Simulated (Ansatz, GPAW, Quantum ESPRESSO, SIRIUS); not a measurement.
MnS: programs and potentials compared

```
Mn S
1.0
     0.00000    2.60450    2.60450
     2.60450    0.00000    2.60450
     2.60450    2.60450    0.00000
Mn S
1 1
Direct
  0.00000 0.00000 0.00000
  0.50000 0.50000 0.50000
```

Alike in all runs: task band structure; functional PBE; k mesh 9 × 9 × 9; occupations fermi-dirac, width 0.05 eV; collinear spin, ferromagnetic start; no spin-orbit coupling. The measured crystal is an antiferromagnetic insulator; the state found here is the runs' own. Pressure is positive in compression and, in plane waves, holds the error of the finite cutoff, which Ansatz's Pulay term estimates and takes out.

```json
{"program and potentials": "SIRIUS, all-electron FP-LAPW (Koelling-Harmon valence), apw+lo standard", "plane-wave cutoff (eV)": "-", "notes": "-", "pressure (GPa)": "-", "net moment per atom (μB)": "2.35"}
{"program and potentials": "Ansatz, PseudoDojo standard (PBE files)", "plane-wave cutoff (eV)": "1306", "notes": "-", "pressure (GPa)": "-2.02", "net moment per atom (μB)": "2.38"}
{"program and potentials": "SIRIUS, all-electron FP-LAPW (ZORA valence), apw+lo standard", "plane-wave cutoff (eV)": "-", "notes": "-", "pressure (GPa)": "-", "net moment per atom (μB)": "2.35"}
{"program and potentials": "GPAW, GPAW PAW data sets (gpaw-data 1.2.1)", "plane-wave cutoff (eV)": "600", "notes": "-", "pressure (GPa)": "-2.99", "net moment per atom (μB)": "2.35"}
{"program and potentials": "Ansatz, all-electron LAPW, scalar-relativistic", "plane-wave cutoff (eV)": "-", "notes": "-", "pressure (GPa)": "-2.87", "net moment per atom (μB)": "2.36"}
{"program and potentials": "Quantum ESPRESSO, PseudoDojo 0.4.1 SR PBE standard", "plane-wave cutoff (eV)": "1306", "notes": "-", "pressure (GPa)": "-2.04", "net moment per atom (μB)": "2.38"}
```

The pressure spans -2.99 (GPAW, GPAW PAW data sets (gpaw-data 1.2.1)) to -2.02 GPa (Ansatz, PseudoDojo standard (PBE files)), with all-electron results at -2.87. The net moment per atom spans 2.35 (GPAW, GPAW PAW data sets (gpaw-data 1.2.1)) to 2.38 μB (Quantum ESPRESSO, PseudoDojo 0.4.1 SR PBE standard), with all-electron results at 2.35 to 2.36. The state is the one that the start led to, which needn't be the lowest.

Differences between rows come from potentials, basis sets and numerical settings, since the functional is the same but for its coding. Runs on potential files found faulty are left out.
